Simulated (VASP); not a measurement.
## ZnS (Wurtzite-2H): band structure with SCAN

**Experimental background.**

From a printed reference work, monograph, for a bulk crystal of ZnS at 4 K: band gap 3.911 eV (direct).

The system is ZnS (Wurtzite-2H).

```
Zn S
1.0
     3.81100    0.00000    0.00000
    -1.90550    3.30042    0.00000
     0.00000    0.00000    6.23400
Zn S
2 2
Direct
  0.66667 0.33333 0.50000
  0.33333 0.66667 0.00000
  0.66667 0.33333 0.88500
  0.33333 0.66667 0.38500
```

```
Program                : VASP 6.6.1
Task                   : band structure
Functional             : SCAN
Potentials or basis    : VASP PAW PBE potentials, release 64 (Zn, S)
Cutoff                 : 520 eV
k mesh                 : 8 × 8 × 5
Occupations            : fermi-dirac, width 0.05 eV
Spin                   : no spin polarisation
Further INCAR settings : ALGO = Normal; EDIFF = 1e-07; NBANDS = 26
```

- Pressure: -0.5 GPa
- Largest force: 0.323 eV/Å
- Band gap on the k mesh: 2.77 eV, direct
- Band gap along the path: 2.77 eV, direct

Forces in eV/Å, atoms in the order of the input:
```
Zn   0.000  0.000  0.323
Zn   0.000  0.000  0.323
S    0.000  0.000 -0.323
S    0.000  0.000 -0.323
```

Stress tensor (GPa, compression positive):
```
 0.05  0.00  0.00
 0.00  0.05  0.00
 0.00  0.00 -1.53
```

Levels at the corners of the path, in eV from the valence-band top:
| point | band 14 | band 15 | band 16 | band 17 | band 18 | band 19 | band 20 | band 21 | band 22 | band 23 |
| --- | --- | --- | --- | --- | --- | --- | --- | --- | --- | --- |
| Γ | -0.88 | -0.88 | -0.01 | -0.01 | 0.00 | 2.77 | 3.46 | 6.76 | 6.76 | 7.10 |
| M | -4.28 | -3.22 | -2.31 | -1.59 | -1.01 | 3.97 | 4.76 | 5.51 | 7.60 | 7.97 |
| M | -4.28 | -3.22 | -2.31 | -1.59 | -1.01 | 3.97 | 4.76 | 5.51 | 7.60 | 7.97 |
| K | -4.42 | -3.97 | -2.26 | -2.26 | -2.26 | 4.75 | 6.46 | 6.46 | 8.26 | 8.46 |
| K | -4.42 | -3.97 | -2.26 | -2.26 | -2.26 | 4.75 | 6.46 | 6.46 | 8.26 | 8.46 |
| Γ | -0.88 | -0.88 | -0.01 | -0.01 | 0.00 | 2.77 | 3.46 | 6.76 | 6.76 | 7.10 |
| Γ | -0.88 | -0.88 | -0.01 | -0.01 | 0.00 | 2.77 | 3.46 | 6.76 | 6.76 | 7.10 |
| A | -2.79 | -0.46 | -0.46 | -0.46 | -0.46 | 4.01 | 4.01 | 7.21 | 7.21 | 7.21 |
| A | -2.79 | -0.46 | -0.46 | -0.46 | -0.46 | 4.01 | 4.01 | 7.21 | 7.21 | 7.21 |
| L | -4.98 | -1.70 | -1.70 | -1.57 | -1.57 | 4.00 | 4.00 | 5.57 | 5.57 | 9.56 |
| L | -4.98 | -1.70 | -1.70 | -1.57 | -1.57 | 4.00 | 4.00 | 5.57 | 5.57 | 9.56 |
| H | -4.85 | -3.19 | -3.19 | -1.29 | -1.29 | 5.01 | 5.01 | 6.82 | 6.82 | 7.89 |
| H | -4.85 | -3.19 | -3.19 | -1.29 | -1.29 | 5.01 | 5.01 | 6.82 | 6.82 | 7.89 |
| A | -2.79 | -0.46 | -0.46 | -0.46 | -0.46 | 4.01 | 4.01 | 7.21 | 7.21 | 7.21 |
| L | -4.98 | -1.70 | -1.70 | -1.57 | -1.57 | 4.00 | 4.00 | 5.57 | 5.57 | 9.56 |
| M | -4.28 | -3.22 | -2.31 | -1.59 | -1.01 | 3.97 | 4.76 | 5.51 | 7.60 | 7.97 |
| K | -4.42 | -3.97 | -2.26 | -2.26 | -2.26 | 4.75 | 6.46 | 6.46 | 8.26 | 8.46 |
| H | -4.85 | -3.19 | -3.19 | -1.29 | -1.29 | 5.01 | 5.01 | 6.82 | 6.82 | 7.89 |

It took 10 min on 1 thread of AMD EPYC 9R45 (Zen 5), with other jobs on the host, peak memory 0.21 GiB.

Measured gap of ZnS: 3.911 eV (direct; 4 K; a printed reference work, monograph). This calculation gives 2.77 eV (-1.14 eV). The value is that of SCAN, without temperature or zero-point motion.

Caveat: the PAW data sets were made with another functional, which shifts forces and pressure a little.
